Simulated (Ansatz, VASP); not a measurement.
## One calculation of Pt, two programs

```
Pt
1.0
     0.00000    1.81106    1.95790
     1.81106    0.00000    1.95790
     1.81106    1.81106    0.00000
Pt
1
Direct
  0.00000 0.00000 0.00000
```

Change from the starting cell: strain -0.0750 x Voigt [1, 1, 0, 0, 0, 0], atoms carried along.

Alike in both runs: task single point; functional r2SCAN; k mesh 20 × 20 × 20; occupations gaussian, width 0.15 eV; no spin polarisation.

```csv
,VASP,Ansatz
version,VASP 6.6.1,Ansatz 0.2.0
potentials or method,"VASP PAW PBE potentials, release 64 (Pt)","scalar-relativistic, plane waves, PAW"
plane-wave cutoff (eV),520,500
valence electrons in the cell,10,18
```

```tsv
	VASP	Ansatz	Ansatz less VASP
gap on the k mesh at the Fermi level (eV)	none	none	-
pressure (GPa)	79.2	76.9	-2.36
largest component of the traceless stress (GPa)	12.29	12.09	-0.201
```

A gap of «none» marks a metal or a gap that the smearing closes. The two sets of potentials don't hold the same shells in valence.

Caveats: the cell as given lies far from equilibrium; so large a pressure means that the cell lies far from this level's equilibrium, or that cutoff or potentials fall short (VASP); the potentials were made for another functional, which shifts forces and pressure (VASP). The runs have no spin-orbit coupling, so splittings on Pt are missing.
